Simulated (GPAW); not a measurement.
**BaS (Fm-3m): G0W0 on several meshes in GPAW**

How does the mesh move the gap of BaS (Fm-3m)?

Program: GPAW 26.7.0. Level of theory: PBE and many-body steps on it, plane waves. Results are calculated unless marked as measured.

**1. Set-up**

Symmetry: Fm-3m, No. 225, cubic system. The conventional cell has a = 6.388 Å, b = 6.388 Å, c = 6.388 Å, α = 90.00°, β = 90.00°, γ = 90.00°. Nearest to Ba lie 6 S at 3.19 Å. Nearest to S lie 6 Ba at 3.19 Å. Farther neighbours and most contacts between anions are not listed.

As a file:

```cif
data_structure
_symmetry_space_group_name_H-M 'Fm-3m'
_symmetry_Int_Tables_number 225
_cell_length_a 6.3875
_cell_length_b 6.3875
_cell_length_c 6.3875
_cell_angle_alpha 90.000
_cell_angle_beta 90.000
_cell_angle_gamma 90.000
_cell_volume 260.61
loop_
_atom_site_label
_atom_site_type_symbol
_atom_site_symmetry_multiplicity
_atom_site_Wyckoff_symbol
_atom_site_fract_x
_atom_site_fract_y
_atom_site_fract_z
_atom_site_occupancy
Ba1 Ba 4 a 0.00000 0.00000 0.00000 1
S1 S 4 b 0.50000 0.00000 0.00000 1
```

The cell and positions come from the Crystallography Open Database and are kept as given unless a step says otherwise. Spin-orbit coupling is left out unless a step names it.

**2. Empty states on the mesh, 4×4×4 mesh, 428 bands**

This step: GPAW 26.7.0; DFT, PBE, plane waves, PAW.

The sums over transitions need many empty states on a uniform mesh; this step solves for them.

run.py reads:

```python
import json
import numpy as np
from gpaw.mpi import world
from gpaw import GPAW

calc = GPAW('gs.gpw').fixed_density(kpts={'size': (4, 4, 4), 'gamma': True},
    parallel={'domain': 1, 'band': 1},
    txt='nscf.txt')
calc.diagonalize_full_hamiltonian(nbands=428)
calc.write('full.gpw', mode='all')
res = {}
kpts = calc.get_ibz_k_points()
res['kpts'] = kpts
res['eigenvalues'] = [calc.get_eigenvalues(kpt=k) for k in range(len(kpts))]
res['n_electrons'] = calc.get_number_of_electrons()

if world.rank == 0:
    with open('result.json', 'w') as f:
        json.dump(res, f, default=lambda x: x.tolist())
```

Launch:

```
$ mpirun -n 4 gpaw python run.py
```

Numbers of over 12 decimals in the logs are rounded to 6 here.

The log of the run:

```text
Diagonalizing LCAO Hamiltonian
Converting LCAO to pw mode
convergence criteria:
- Maximum integral of absolute [eigenst]ate change: 4e-08 eV^2 / valence electron
maximum number of iterations: 100

SCF iterations
|iter     |     time |      energy | eigst |  dens |
|iter:   1|  |             | +1.71 |       |
|iter:   2|  |             | +0.53 |       |
|iter:   3|  |             | -0.19 |       |
[...]
|iter:  11|  |             | -6.39 |       |
|iter:  12|  |             | -7.06 |       |
|iter:  13|  |             | -7.67c|       |
SCF steps: 13
  __  _  _
 | _ |_)|_||  |
 |__||  | ||/\| - 26.7.0

Input parameters:
  mode=PW(ecut=450.000000),
  convergence={'density': 1e-06, 'bands': -3},
  gpts=array([24, 24, 24]),
  kpts=MonkhorstPack(size=(4, 4, 4), gamma=True),
  maxiter=100,
  nbands=15,
  occupations=Occupations(name='fermi-dirac', width=0.001, fixmagmom=False),
  parallel={'domain': 1, 'band': 1},
  xc=XC(name='PBE')
Matrix size: 1411x1411
# Writing to full.gpw (mode='all')
  [... matrices ...]

timing:  # [seconds]
  Total: 6.789  # ━━━━━━━━━━━━━━━━━━━━━━━━━━━━━━━━━━━━━━━━━━━━━━━━━━━━━━━━━━━
```

It took 10 s on 4 MPI ranks of Arm Neoverse V2, shared host; peak memory 1.3 GiB; 40 s of CPU time.

Numbers from this step:

| Item | Value |
| --- | --- |
| gap | 2.132 eV |
| k of the valence top | 0, 0, 0 |
| k of the conduction bottom | 0.5, 0.5, 0 |
| least direct gap | 2.262 eV |
| k points computed | 8 |
| lowest point of the top converged band, above the valence top | 189.9967 eV |

On this mesh the gap is 2.132 eV.

**3. 4×4×4**

G0W0 replaces the xc potential by the self-energy, built once from these orbitals. Only a window of levels is corrected, while the sums run over the empty bands that the input names.

This step: G0W0 on PBE, plane waves, PAW.

run.py reads:

```python
import json
import numpy as np
from gpaw.mpi import world
from gpaw.response.g0w0 import G0W0

gw = G0W0('full.gpw',
    filename='gw',
    kpts=[0, 5],
    bands=(6, 10),
    ecut=60,
    nbands=68,
    integrate_gamma='WS',
    ppa=True)
gw.calculate()
res = {mode: {k: v for k, v in r.items() if k != 'sigma_eskwn'}
       for mode, r in gw.all_results.items()}

if world.rank == 0:
    with open('result.json', 'w') as f:
        json.dump(res, f, default=lambda x: x.tolist())
```

Launch:

```
$ mpirun -n 4 gpaw python run.py
```

The log of the run:

```text
Using integrator: PointIntegrator
FrequencyGridDescriptor(from 0.000+0.000j to 0.000+27.211j eV, 2 points)
Nonperiodic BCs:  [False False False]
Using integrator: PointIntegrator
FrequencyGridDescriptor(from 0.000+0.000j to 0.000+27.211j eV, 2 points)
Nonperiodic BCs:  [False False False]
  ___  _ _ _
 |   || | | |
 | | || | | |
 |__ ||_____|
 |___|

BZ k-points: Symmetries present (total): 48

  [... matrices ...]
64 k-points: 4 x 4 x 4 Monkhorst-Pack grid + [1/8,1/8,1/8]
8 k-points in the irreducible part of the Brillouin zone
       k-points in crystal coordinates                weights
   0:     0.00000000    0.00000000    0.00000000          1/64
   1:     0.25000000    0.25000000    0.00000000          6/64
   2:     0.25000000    0.25000000    0.25000000          8/64
   3:     0.50000000    0.25000000   -0.25000000          6/64
   4:     0.50000000    0.25000000    0.25000000         12/64
   5:     0.50000000    0.50000000    0.00000000          3/64
   6:     0.50000000    0.50000000    0.25000000         24/64
   7:     0.50000000    0.50000000    0.50000000          4/64

Distributing spins, k-points and bands (1 x 2 x 4) over 4 processes
Number of blocks: 1

Quasi particle states:
k-points (IBZ indices): [0, 5]
Band range: (6, 10)
  [... matrices ...]
Computational parameters:
Plane wave cut-off: 60 eV
Number of bands: 68
Coulomb cutoff: None
Broadening: 0.1 eV

fxc modes: GW
Kernel: RPA
Using Godby-Needs plasmon-pole approximation:
  Fitting energy: i*E0, E0 = 1.000 Hartree
Summing all q:

Calculating screened Coulomb potential
No Coulomb truncation
FrequencyGridDescriptor(from 0.000+0.000j to 0.000+27.211j eV, 2 points)
Removing empty qpoint cache files...

Calculating chi0 body with:
    Ground state adapter containing:
    Number of spins: 1
    Number of kpoints: 64
    Number of irreducible kpoints: 8
    Number of completely occupied states: 8
    Number of partially occupied states: 8
    Occupied states memory: 1.6875 M / cpu

    Linear response parametrization:
    q_c: [0.0, 0.0, 0.0]
    Number of frequency points: 2
    Planewave cutoff: 60.0
    Number of bands: 68
    Number of planewaves: 65
    Broadening (eta): 1e-06
    comm.size: 4
    kncomm.size: 4
    blockcomm.size: 1

    Memory estimate of potentially large arrays:
        chi0_wGG: 0.128937 M / cpu
Integrating chi0 body.

Symmetries of q_c:
    Direct symmetries (Uq -> q): 48
    Indirect symmetries (TUq -> q): 0
In total 48 allowed symmetries.

  [... matrices ...]
8 groups of equivalent kpoints. 87.5% reduction.

Integral kind: response function
Integrating chi0 head and wings.

Symmetries of q_c:
    Direct symmetries (Uq -> q): 48
    Indirect symmetries (TUq -> q): 0
In total 48 allowed symmetries.

  [... matrices ...]
8 groups of equivalent kpoints. 87.5% reduction.

Integral kind: response function wings

Calculating chi0 body with:
    Ground state adapter containing:
    Number of spins: 1
    Number of kpoints: 64
    Number of irreducible kpoints: 8
    Number of completely occupied states: 8
    Number of partially occupied states: 8
    Occupied states memory: 1.6875 M / cpu

    Linear response parametrization:
[... the further q-points ...]

Results:
f:      Occupation numbers
eps:     KS-eigenvalues [eV]
vxc:     KS vxc [eV]
exx:     Exact exchange [eV]
sigma:   Self-energies [eV]
dsigma:  Self-energy derivatives
Z:       Renormalization factors
qp:      QP-energies [eV]

k-point 0 (0): (0.000, 0.000, 0.000)                GW
band       f     eps     vxc     exx   sigma  dsigma       Z      qp
                                                                   GW
   6   1.000   4.862 -14.538 -17.551   2.221  -0.267   0.789   4.237
   7   1.000   4.862 -14.538 -17.551   2.220  -0.267   0.789   4.237
   8   0.000   8.483  -9.616  -5.634  -3.524  -0.202   0.832   8.864
   9   0.000   8.753  -9.953  -5.440  -3.617  -0.203   0.831   9.498

k-point 1 (5): (0.500, 0.500, 0.000)                GW
band       f     eps     vxc     exx   sigma  dsigma       Z      qp
                                                                   GW
   6   1.000   4.732 -14.595 -17.680   2.261  -0.265   0.791   4.081
   7   1.000   4.732 -14.595 -17.680   2.262  -0.265   0.791   4.081
   8   0.000   6.994  -8.659  -4.825  -3.310  -0.198   0.835   7.431
   9   0.000  10.812 -12.593  -7.512  -3.619  -0.211   0.826  12.019
```

The job ended after 14 s (4 MPI ranks; peak memory 1.2 GiB; 57 s of CPU time).

This step gave:

* G0W0 gap on the points computed: 3.195 eV
* least direct G0W0 gap on the computed points: 3.351 eV
* Z at the valence top: 0.7894
* Z at the conduction bottom: 0.8345
* starting gap on the mesh: 2.132 eV
* k of the valence top: 0, 0, 0
* k of the conduction bottom: 0.5, 0.5, 0

The gap on the mesh goes from 2.13 eV to 3.19 eV, a correction of +1.06 eV.

**4. Empty states on the mesh, 6×6×6 mesh, 78 bands**

This step: DFT, PBE, plane waves, PAW.

run.py reads:

```python
import json
import numpy as np
from gpaw.mpi import world
from gpaw import GPAW

calc = GPAW('gs.gpw').fixed_density(kpts={'size': (6, 6, 6), 'gamma': True},
    nbands=91,
    convergence={'bands': 78},
    txt='nscf.txt')
calc.write('full.gpw', mode='all')
res = {}
kpts = calc.get_ibz_k_points()
res['kpts'] = kpts
res['eigenvalues'] = [calc.get_eigenvalues(kpt=k) for k in range(len(kpts))]
res['n_electrons'] = calc.get_number_of_electrons()

if world.rank == 0:
    with open('result.json', 'w') as f:
        json.dump(res, f, default=lambda x: x.tolist())
```

Launch:

```
$ mpirun -n 4 gpaw python run.py
```

The log of the run:

```text
Diagonalizing LCAO Hamiltonian
Converting LCAO to pw mode
convergence criteria:
- Maximum integral of absolute [eigenst]ate change: 4e-08 eV^2 / valence electron
maximum number of iterations: 100

SCF iterations
|iter     |     time |      energy | eigst |  dens |
|iter:   1|  |             | +4.12 |       |
|iter:   2|  |             | +2.95 |       |
|iter:   3|  |             | +1.80 |       |
[...]
|iter:  11|  |             | -6.12 |       |
|iter:  12|  |             | -6.89 |       |
|iter:  13|  |             | -7.41c|       |
SCF steps: 13
  __  _  _
 | _ |_)|_||  |
 |__||  | ||/\| - 26.7.0

Input parameters:
  mode=PW(ecut=450.000000),
  convergence={'bands': 78},
  gpts=array([24, 24, 24]),
  kpts=MonkhorstPack(size=(6, 6, 6), gamma=True),
  maxiter=100,
  nbands=91,
  occupations=Occupations(name='fermi-dirac', width=0.001, fixmagmom=False),
  parallel={},
  xc=XC(name='PBE')
# Writing to full.gpw (mode='all')
  [... matrices ...]

timing:  # [seconds]
  Total: 0.051  # ━━━━━━━━━━━━━━━━━━━━━━━━━━━━━━━━━━━━━━━━━━━━━━━━━━━━━━━━━━━
```

The job ended after 18 s (4 MPI ranks; peak memory 0.71 GiB; 65 s of CPU time).

This step gave:

| Property | Result |
| --- | --- |
| gap | 2.132 eV |
| k of the valence top | 0, 0, 0 |
| k of the conduction bottom | 0.5, 0.5, 0 |
| least direct gap | 2.262 eV |
| k points computed | 16 |
| lowest point of the top converged band, above the valence top | 52.8975 eV |

On this mesh the gap is 2.132 eV.

**5. 6×6×6**

This step: G0W0 on PBE, plane waves, PAW.

run.py reads:

```python
import json
import numpy as np
from gpaw.mpi import world
from gpaw.response.g0w0 import G0W0

gw = G0W0('full.gpw',
    filename='gw',
    kpts=[0, 12],
    bands=(6, 10),
    ecut=60,
    nbands=68,
    integrate_gamma='WS',
    ppa=True)
gw.calculate()
res = {mode: {k: v for k, v in r.items() if k != 'sigma_eskwn'}
       for mode, r in gw.all_results.items()}

if world.rank == 0:
    with open('result.json', 'w') as f:
        json.dump(res, f, default=lambda x: x.tolist())
```

Launch:

```
$ mpirun -n 4 gpaw python run.py
```

The log of the run:

```text
Using integrator: PointIntegrator
FrequencyGridDescriptor(from 0.000+0.000j to 0.000+27.211j eV, 2 points)
Nonperiodic BCs:  [False False False]
Using integrator: PointIntegrator
FrequencyGridDescriptor(from 0.000+0.000j to 0.000+27.211j eV, 2 points)
Nonperiodic BCs:  [False False False]
  ___  _ _ _
 |   || | | |
 | | || | | |
 |__ ||_____|
 |___|

BZ k-points: Symmetries present (total): 48

  [... matrices ...]
216 k-points: 6 x 6 x 6 Monkhorst-Pack grid + [1/12,1/12,1/12]
16 k-points in the irreducible part of the Brillouin zone
       k-points in crystal coordinates                weights
   0:     0.00000000    0.00000000    0.00000000          1/216
   1:     0.16666667    0.16666667    0.00000000          6/216
   2:     0.16666667    0.16666667    0.16666667          8/216
[...]
9:     0.50000000    0.33333333   -0.16666667         12/216
          ...
  15:     0.50000000    0.50000000    0.50000000          4/216

Distributing spins, k-points and bands (1 x 2 x 4) over 4 processes
Number of blocks: 1

Quasi particle states:
k-points (IBZ indices): [0, 12]
Band range: (6, 10)
  [... matrices ...]
Computational parameters:
Plane wave cut-off: 60 eV
Number of bands: 68
Coulomb cutoff: None
Broadening: 0.1 eV

fxc modes: GW
Kernel: RPA
Using Godby-Needs plasmon-pole approximation:
  Fitting energy: i*E0, E0 = 1.000 Hartree
Summing all q:

Calculating screened Coulomb potential
No Coulomb truncation
FrequencyGridDescriptor(from 0.000+0.000j to 0.000+27.211j eV, 2 points)
Removing empty qpoint cache files...

Calculating chi0 body with:
    Ground state adapter containing:
    Number of spins: 1
    Number of kpoints: 216
    Number of irreducible kpoints: 16
    Number of completely occupied states: 8
[...]
q_c: [1.3877787807814457e-17, 1.3877787807814457e-17, 1.3877787807814457e-17]
    Number of frequency points: 2
    Planewave cutoff: 60.0
    Number of bands: 68
    Number of planewaves: 65
    Broadening (eta): 1e-06
    comm.size: 4
    kncomm.size: 4
    blockcomm.size: 1

    Memory estimate of potentially large arrays:
        chi0_wGG: 0.128937 M / cpu
Integrating chi0 body.

Symmetries of q_c:
    Direct symmetries (Uq -> q): 48
    Indirect symmetries (TUq -> q): 0
In total 48 allowed symmetries.

  [... matrices ...]
16 groups of equivalent kpoints. 92.592593% reduction.

Integral kind: response function
Integrating chi0 head and wings.

Symmetries of q_c:
    Direct symmetries (Uq -> q): 48
    Indirect symmetries (TUq -> q): 0
In total 48 allowed symmetries.

  [... matrices ...]
16 groups of equivalent kpoints. 92.592593% reduction.

Integral kind: response function wings

Calculating chi0 body with:
    Ground state adapter containing:
    Number of spins: 1
    Number of kpoints: 216
    Number of irreducible kpoints: 16
    Number of completely occupied states: 8
    Number of partially occupied states: 8
[... the further q-points ...]

Results:
f:      Occupation numbers
eps:     KS-eigenvalues [eV]
vxc:     KS vxc [eV]
exx:     Exact exchange [eV]
sigma:   Self-energies [eV]
dsigma:  Self-energy derivatives
Z:       Renormalization factors
qp:      QP-energies [eV]

k-point 0 (0): (0.000, 0.000, 0.000)                GW
band       f     eps     vxc     exx   sigma  dsigma       Z      qp
                                                                   GW
   6   1.000   4.862 -14.538 -17.519   2.196  -0.268   0.788   4.243
   7   1.000   4.862 -14.538 -17.519   2.196  -0.268   0.788   4.243
   8   0.000   8.483  -9.616  -5.666  -3.495  -0.200   0.833   8.863
[...]
k-point 1 (12): (0.500, 0.500, 0.000)                GW
band       f     eps     vxc     exx   sigma  dsigma       Z      qp
                                                                   GW
[...]
8   0.000   6.994  -8.659  -4.854  -3.280  -0.197   0.835   7.432
   9   0.000  10.812 -12.593  -7.515  -3.608  -0.209   0.827  12.027
```

Run time: 62 s. Hardware: 4 MPI ranks; peak memory 1.5 GiB.

Numbers from this step:

```
G0W0 gap on the points computed              : 3.189 eV
least direct G0W0 gap on the computed points : 3.346 eV
Z at the valence top                         : 0.7883
Z at the conduction bottom                   : 0.8352
starting gap on the mesh                     : 2.132 eV
k of the valence top                         : 0, 0, 0
k of the conduction bottom                   : 0.5, 0.5, 0
```

Against G0W0 in GPAW (4×4×4 mesh, 68 bands, screening to 60 eV, Godby-Needs plasmon pole), the gap moves by −0.006 eV.

**6. Side by side**

Times are wall times on 4 MPI ranks of Arm Neoverse V2, shared host, good to a factor of about two.

```
  run   mesh  bands  screening cutoff (eV)  DFT gap (eV)  gap on the mesh (eV)  direct (eV)  time
4×4×4  4×4×4     68                     60         2.132                 3.195        3.351  14 s
6×6×6  6×6×6     68                     60         2.132                 3.189        3.346  62 s
```

**7. Outcome**

```
4×4×4        : 3.195 eV
6×6×6        : 3.189 eV
known limits : not at the basis limit; no spin-orbit coupling
```

**Reading.** 6×6×6: −0.006 eV against 4×4×4. Bands and cutoff are finite, so the gap is not at the basis limit. The miss can reach some tenths of an eV and take either sign; the mesh is an error of its own. These stock PAW sets were not made for GW. In the G0W0 runs levels were corrected at 2 k points alone, so a gap called «on the mesh» is the least over those, and an edge elsewhere would be missed. The many-body steps are scalar-relativistic: spin-orbit coupling is not in them.

[Paths, hosts, dates, memory and timing lines, banners, echoed tables and standing remarks are left out of the program output.]

[Logs are printed without paths, hosts, clocks, repeated set-up lines and the standing remarks that a program may print on its own settings, such as how far it seeks lower states.]

[Runs of the session that timed out or met a known fault of the program may be left out.]

[Hosts, paths, dates, database ids (printed as entryN), source tags and the programs' standing remarks are cut or masked in the printed files.]
